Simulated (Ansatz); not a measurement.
**TaS2 under strong compression**

```
Ta S
1.0
     3.38286    0.00000    0.00000
    -1.69143    2.92964    0.00000
     0.00000    0.00000    6.16798
Ta S
1 2
Direct
  0.00000 0.00000 0.00000
  0.66667 0.33333 0.75428
  0.33333 0.66667 0.24572
```

The base volume is that of a database entry, so it needn't be at zero pressure; the structure needn't be the stable phase, at rest or compressed.

Its volume is scaled at fixed shape and fractional positions.

All numbers are PBE results (scalar-relativistic) from Ansatz 0.2.0, with a Γ-centred 12×12×6 k mesh, Fermi–Dirac smearing of 0.05 eV, no spin polarisation. Methods: LAPW: all electrons, basis error target 1 meV/atom; PAW: frozen-core files, cutoff 420 eV; norm-conserving: pseudopotentials, cutoff 1000 eV.

Energies are extrapolated to zero smearing and count from the unscaled cell; pressure is positive in compression; gaps take the mesh and a band path. No temperature or zero-point motion is included.

Spin–orbit coupling is left out, which matters for the heavy atoms. The structure type is held throughout; the real material can change phase at far lower pressure.

```tsv
V/V0	V (Å³/atom)	P LAPW (GPa)	ΔE LAPW (eV/atom)	P PAW − LAPW (GPa)	ΔE PAW − LAPW (meV/atom)
1.00	20.38	1.35	0.000	-0.04	0.0
0.85	17.32	?	0.262	0.21	1.1
0.75	15.28	65.8	0.849	0.72	6.7
0.65	13.24	?	2.046	1.93	22.5
```

Question: What belongs in the row "0.65", column "P LAPW (GPa)"?

Answer: 128.5.

Question: What belongs in the row "0.85", column "P LAPW (GPa)"?

Answer: 29.8.

Question: From the table, what is the rise of the enthalpy H = E + pV up to the last row, and how stiff is the crystal between the last two rows?

Answer: ΔH = 2.046 eV + (128.5 GPa × 13.24 Å³ − 1.35 GPa × 20.38 Å³) × 0.006242 eV/(GPa·Å³) = 12.49 eV/atom, of which pV makes 84 %. The mean bulk modulus there is −ΔP/Δln V = 438 GPa.

Question: At the smallest volume, how far does norm-conserving lie from LAPW in pressure and in the largest force component?

Answer: norm-conserving: -0.52 GPa, 0.052 eV/Å, on a LAPW pressure of 128.5 GPa.

Question: How do the Löwdin populations by LAPW change from the unscaled cell to the last row?

Answer: Ta 5s 1.98 → 1.94, Ta 6s 0.60 → 0.53, Ta 5d 3.83 → 4.61, S 3s 1.78 → 1.62, S 3p 4.44 → 4.25 electrons an atom. These are projections on the shells that the free atoms fill; 0.19 e a cell lies outside them at the start and 0.24 e at the end.
